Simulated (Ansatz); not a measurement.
How far is PAW off for KCl?

```
K Cl
1.0
     3.63400    0.00000    0.00000
     0.00000    3.63400    0.00000
     0.00000    0.00000    3.63400
K Cl
1 1
Direct
  0.00000 0.00000 0.00000
  0.50000 0.50000 0.50000
```

Atom numbers follow the list: K1, Cl2.

The cell is COD entry 1000050, as deposited and not checked against the literature; nothing was relaxed.

All numbers are computed: DFT, PBE, PAW with Ansatz's default frozen-core files, scalar-relativistic (Ansatz 0.2.0); DFT, PBE, all-electron PAW with datasets made for the crystal, scalar-relativistic (Ansatz 0.2.0); DFT, PBE, all-electron LAPW, scalar-relativistic (Ansatz 0.2.0).

For PAW: a Γ-centred 7×7×7 k mesh, Fermi–Dirac smearing of 0.01 eV, cutoff 420 eV, no spin polarisation. The crystal-made all-electron datasets (AE datasets) take a cutoff of 260 eV at this cell. LAPW targets a basis error of 1 meV/atom. The Ansatz runs share mesh, smearing and spin set-up. Plane-wave (PAW) pressures include the program's estimate of the Pulay term.

Stress and pressure are positive in compression.

Levels count from the top of the valence band.

```json
{"quantity": "pressure (GPa)", "PAW": "4.46", "AE datasets": "4.46", "LAPW": "4.46"}
{"quantity": "band gap (eV)", "PAW": "5.583", "AE datasets": "5.583", "LAPW": "5.583"}
{"quantity": "highest filled level at R (eV)", "PAW": "-1.746", "AE datasets": "-1.746", "LAPW": "-1.746"}
{"quantity": "lowest empty level at R (eV)", "PAW": "9.296", "AE datasets": "9.296", "LAPW": "9.296"}
{"quantity": "highest filled level at M (eV)", "PAW": "0.000", "AE datasets": "0.000", "LAPW": "0.000"}
{"quantity": "lowest empty level at M (eV)", "PAW": "6.259", "AE datasets": "6.259", "LAPW": "6.259"}
{"quantity": "highest filled level at Γ (eV)", "PAW": "-0.231", "AE datasets": "-0.231", "LAPW": "-0.231"}
{"quantity": "lowest empty level at Γ (eV)", "PAW": "5.583", "AE datasets": "5.583", "LAPW": "5.583"}
```
